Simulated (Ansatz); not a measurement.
## Se, space group R-3m: a comparison of functionals at one structure, step by step

Program: the Python package of Ansatz (0.2.0).

The script reads `se.xyz`:
```text
1
Lattice="1.925 1.11139927 0.88166667 -1.925 1.11139927 0.88166667 0.0 -2.22279854 0.88166667" Properties=species:S:1:pos:R:3 pbc="T T T"
Se    0.00000000    0.00000000    0.00000000
```

Run as a notebook:

**Cell 1**
```python
import ansatz as az
from tabulate import tabulate
```

**Cell 2**
```python
structure = az.Crystal.from_extxyz("se.xyz")
```

**Cell 3**
```python
structure.resolved().sites[-1]
```
Output:
```text
Site(symbol='Se', position=(0.0, 0.0, 0.0), moment=None, axis=None, held=None, saved=None)
```

**Cell 4**
```python
model = (
    structure.calculation()
    .kpoints(14, 14, 14)
    .occupations("Marzari-Vanderbilt", width=50 * az.meV)
    .stress()
)

rows = []
for value in ["pbesol", "r2scan", "revpbe", "pbe"]:
    summary = model.functional(value).run(threads=1).report
    rows.append((value, summary["free_energy_ev"] / len(summary["lattice"]["sites"]), summary["n_iterations"], sum(summary["stress_gpa"][i][i] for i in range(3)) / 3, summary["n_kpoints"]))

print(tabulate(rows, headers=["functional", "F/atom (eV)", "iterations", "P (GPa)", "k-points"], floatfmt=".4f", tablefmt="plain"))
```
Output:
```text
DeckWarning: basis.ecutwfc = 420 eV, auto-derived from the records' recommended cutoffs: set by Se (normal level)
DeckWarning: basis.ecutwfc = 500 eV, auto-derived from the records' recommended cutoffs: set by Se (their level for a meta-GGA)
functional      F/atom (eV)    iterations    P (GPa)    k-points
pbesol           -5421.4569             5   149.1688         288
r2scan           -5474.7518             5   160.7028         288
revpbe           -5470.0019             5   160.7742         288
pbe              -5465.8637             5   158.5870         288
```

From lowest to highest: PBEsol (149.2 GPa), PBE (158.6 GPa), r2SCAN (160.7 GPa) and revPBE (160.8 GPa). At a fixed cell a lower pressure usually means a smaller equilibrium volume, so PBEsol prefers the smallest cell and revPBE the largest.

Notes:
- For a metal this k-point mesh is coarse: on a finer one energies can move by several to tens of meV an atom and pressures by half a GPa or more, differences at one mesh by less.
- Pressure is positive in compression.
- At these settings the cell as given stands under about 149 GPa, so it isn't at this functional's equilibrium volume and may be a high-pressure phase.
- This isn't the structure that Se takes at ambient conditions.
- Warnings are shown shortened and without file and line.
- Total energies of different functionals can't be compared; pressures, moments and gaps at this one structure can.
- It ran for 9.6 s on 1 thread of Arm Neoverse V2, with other jobs on the host, peak memory 0.41 GiB.
